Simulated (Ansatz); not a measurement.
## Pt under changes of volume

One of the cells (15.815 Å³/atom); the others are scaled copies at fixed shape and fractional positions:

```
Pt
1.0
     2.76067    0.00000    0.00000
    -1.38033    2.39081    0.00000
     0.00000    0.00000    4.79213
Pt
2
Direct
  0.33333 0.66667 0.25000
  0.66667 0.33333 0.75000
```

This isn't the form of Pt at room conditions, which is fcc.

- Program: Ansatz 0.2.0
- Functional: PBEsol
- Potentials or basis: Ansatz PAW
- Cutoff: 420 eV (not typed: the program's choice for these potentials)
- k mesh: 11 × 11 × 6
- Occupations: fermi-dirac, width 0.05 eV
- Spin: no spin polarisation

```csv
volume (Å³/atom),energy over the lowest point (meV/atom),pressure (GPa)
14.866,4.87,5.8
15.182,0.00,-0.5
15.498,6.62,-5.9
15.815,23.29,-10.6
16.131,48.73,-14.8
16.447,81.83,-18.4
16.763,?,?
```

Q: What does the run at 16.763 Å³/atom give?

A: Energy over the lowest point 121.59 meV/atom; pressure -21.5 GPa.

Worked out: A Birch-Murnaghan fit of order 3 (a polynomial in V^(-2/3)) to the other rows has its minimum at 15.15 Å³/atom with B0 = V·E''(V) = 282 GPa and B' = 5.4 at fixed shape and positions, which overstates the stiffness. It gives 121.63 meV/atom at 16.763 Å³/atom, against the run's 121.59, and -dE/dV = -21.7 GPa, against -21.5.

Energies are extrapolated to zero smearing.

Caveats: the PAW data sets come from PBE, with cores solved anew for the run's functional, which leaves a small shift of forces and pressure.
